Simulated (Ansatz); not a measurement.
Start from RuO$_{2}$ in the rutile structure (space group P4_2/mnm, No. 136; a = 4.523 Å, c = 3.119 Å). Axes: x, y, z lie along a, b, c of the conventional cell.

Structures relaxed with PBE in Ansatz (plane waves to 420 eV, PAW, no SOC).

Base:

Simulated powder pattern, Cu Kα1, λ = 1.54056 Å (kinematic, ideal powder, no thermal factors, no anomalous dispersion; the 8 strongest lines at most, above 2 %, up to 2θ = 90°):

```csv
2θ (°),I/Imax (%),hkl
27.87,100,(110)
34.91,80,(101)
39.82,20,(200)
53.98,63,(211)
57.59,15,(220)
65.16,13,(310)
66.67,15,(112)
69.14,19,(301)
```

The change: tensile biaxial strain of 2.37 % in the plane normal to [001], as in epitaxy on a mismatched substrate; the out-of-plane cell vector and the atoms relax.

After the change:

Simulated powder pattern, Cu Kα1, λ = 1.54056 Å (kinematic, ideal powder, no thermal factors, no anomalous dispersion; the 8 strongest lines at most, above 2 %, up to 2θ = 90°):

```csv
2θ (°),I/Imax (%),hkl
27.21,100,(110)
35.10,75,(101)
38.86,20,(200)
53.36,62,(211)
56.13,16,(220)
63.48,13,(310)
67.45,14,(112)
67.95,19,(301)
```

The indices refer to the base's conventional cell; one index is shown for lines that coincide.

Without a gap, meshes like the base's 10×10×15 leave anisotropic stresses uncertain by several tenths of a GPa, and small strain energies with them. No phonon test of stability was made. No Hubbard U is applied, and correlation can decide whether such a compound is a metal. The final runs are not spin-polarised.

Ansatz is an electronic-structure program.
